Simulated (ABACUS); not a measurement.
Crystal: Au.

```
Au
1.0
     0.00000    2.03500    2.03500
     2.03500    0.00000    2.03500
     2.03500    2.03500    0.00000
Au
1
Direct
  0.00000 0.00000 0.00000
```

Base run:

- Program: ABACUS 3.10.1
- Functional: RPBE
- Potentials or basis: SPMS ONCV 1.0 PBE
- Cutoff: 1034 eV
- Density cutoff: 4136 eV
- Basis: plane waves
- k mesh: 9 × 9 × 9
- Occupations: fermi-dirac, width 0.05 eV
- Spin: no spin polarisation

Its results: band gap on the k mesh none (metal or under the smearing width); pressure 15.2 GPa.

Problem. After a change of settings the same cell gave: band gap on the k mesh none (metal or under the smearing width); pressure 10.9 GPa. Which change was it?
A. functional from RPBE to HCTH407
B. functional from RPBE to BLYP; potentials or basis from SPMS ONCV 1.0 PBE to PseudoDojo NC SR 0.4.1 PBE standard
C. functional from RPBE to rPW86PBE; potentials or basis from SPMS ONCV 1.0 PBE to PseudoDojo NC SR 0.5 PBE standard

Solution. A.

Caveats: the potentials were made for another functional, which shifts forces and pressure; so large a pressure means that the cell lies far from this level's equilibrium, or that cutoff or potentials fall short (some runs).
